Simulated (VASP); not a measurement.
P, 2 atoms in the cell. It takes space group R-3m (No. 166, trigonal). The conventional cell has a = 3.347 Å, b = 3.347 Å, c = 8.175 Å, α = 90.00°, β = 90.00°, γ = 120.00°. P (site symmetry 3m) is surrounded by 6 P at 2.31 to 2.43 Å. This isn't the form of P at room conditions, which is orthorhombic.

* Program: VASP 6.6.1
* Task: relaxation of cell and atoms
* Functional: PBEsol
* Dispersion: D3(BJ)
* Potentials or basis: VASP PAW PBE potentials, release 64 (P)
* Cutoff: 520 eV
* k mesh: 12 × 12 × 12
* Occupations: gaussian, width 0.02 eV
* Spin: no spin polarisation
* Target pressure: 6 GPa
* Further INCAR settings: ALGO = Normal; EDIFF = 1e-07; IBRION = 2; EDIFFG = -0.002; NSW = 80; ISIF = 3
* Target pressure: 6 GPa

Potentials or basis: VASP PAW PBE potentials, release 64 (P).

The run is started by

```bash
$ cat potpaw_PBE.64/P/POTCAR > POTCAR
$ mpirun -np 1 vasp_std > vasp.out
```

Hardware: 1 thread of Intel(R) Xeon(R) 6975P-C (Granite Rapids), with other jobs on the host.

**Question.** Estimate the wall time of this run.

**Answer.** It took 110 s on 1 thread of Intel(R) Xeon(R) 6975P-C (Granite Rapids), on a shared host, peak memory 0.19 GiB. Counts: scf iterations 60, k points 189, ion steps 22.
